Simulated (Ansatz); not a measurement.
# Two inputs for CdI2

Cell: a Materials Project structure (computed, not necessarily an observed phase), taken as it stands.

```cif
data_CdI2
_symmetry_space_group_name_H-M 'P-3m1'
_symmetry_Int_Tables_number 164
_cell_length_a 4.2919
_cell_length_b 4.2919
_cell_length_c 43.3968
_cell_angle_alpha 90.000
_cell_angle_beta 90.000
_cell_angle_gamma 120.000
loop_
_atom_site_label
_atom_site_type_symbol
_atom_site_symmetry_multiplicity
_atom_site_Wyckoff_symbol
_atom_site_fract_x
_atom_site_fract_y
_atom_site_fract_z
Cd1 Cd 2 d 0.3333 0.6667 0.2500
Cd2 Cd 2 c 0.0000 0.0000 0.4167
Cd3 Cd 2 c 0.0000 0.0000 0.0834
I7 I 2 d 0.6667 0.3333 0.3771
I8 I 2 d 0.3333 0.6667 0.1231
I10 I 2 d 0.3333 0.6667 0.9564
I11 I 2 d 0.6667 0.3333 0.5437
I13 I 2 d 0.3333 0.6667 0.7897
I15 I 2 c 0.0000 0.0000 0.7104
```

One atom of each set is listed.

Reference run. Method: Kohn–Sham DFT in Ansatz, PBE, plane waves and PAW, scalar-relativistic, 420 eV cutoff, Γ-centred 8×8×1 k-points, Fermi–Dirac smearing 0.02 eV.

**Question.** The input is changed as follows: `scf.lower_state_search`: not typed → standard; `hamiltonian.xc`: pbe → r2scan. What happens to V_zz (10²¹ V/m²) and η?

**Answer.** 

```tsv
site	V_zz reference	η reference	V_zz changed	η changed
Cd1	0.16	0.00	0.16	0.00
Cd2	0.17	0.00	0.17	0.00
Cd3	0.11	0.00	0.10	0.00
I7	-6.25	0.00	-5.88	0.00
I8	-5.88	0.00	-5.53	0.00
I10	-5.63	0.00	-5.31	0.00
I11	-6.35	0.00	-5.98	0.00
I13	-6.20	0.00	-5.85	0.00
I15	-6.18	0.00	-5.81	0.00
```

The largest change of V_zz is on I15, from -6.18 to -5.81. In per cent, |V_zz| changes by -6 on I (all sites that start above 0.5). The cutoff that the program takes moves with it, from 420 to 500 eV. SCF iterations: 8 and 8.

On the reference run: Without spin–orbit coupling the gradients at and beside I can be off by some per cent, at some sites by more.
